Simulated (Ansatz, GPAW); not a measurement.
**One calculation of Pb, 3 ways**

```
Pb
1.0
    -1.97966    1.97966    1.97966
     1.97966   -1.97966    1.97966
     1.97966    1.97966   -1.97966
Pb
1
Cartesian
  0.0000 0.0000 0.0000
```

This isn't the form of Pb at room conditions, which is fcc.

Alike in all runs: task band structure; functional LDA; k mesh 9 × 9 × 9; occupations fermi-dirac, width 0.05 eV; no spin polarisation; no spin-orbit coupling. LDA stands for any of its common fits. Pressure is positive in compression and, in plane waves, holds the error of the finite cutoff, which Ansatz's Pulay term estimates and takes out.

```csv
program and potentials,plane-wave cutoff (eV),notes,pressure (GPa)
"Ansatz, Ansatz PAW",420,"potentials made for PBE, which Ansatz adapts in part",-3.40
"GPAW, the program's PAW data sets (release 1.2.1) made for this functional",600,-,-3.65
"Ansatz, all-electron LAPW, scalar-relativistic",-,-,?
```

**Question.** Estimate from the other rows what the run with Ansatz, all-electron LAPW, scalar-relativistic gave.

**Answer.** Pressure -3.39 GPa. The other rows, which needn't bracket it: pressure -3.65 to -3.40.
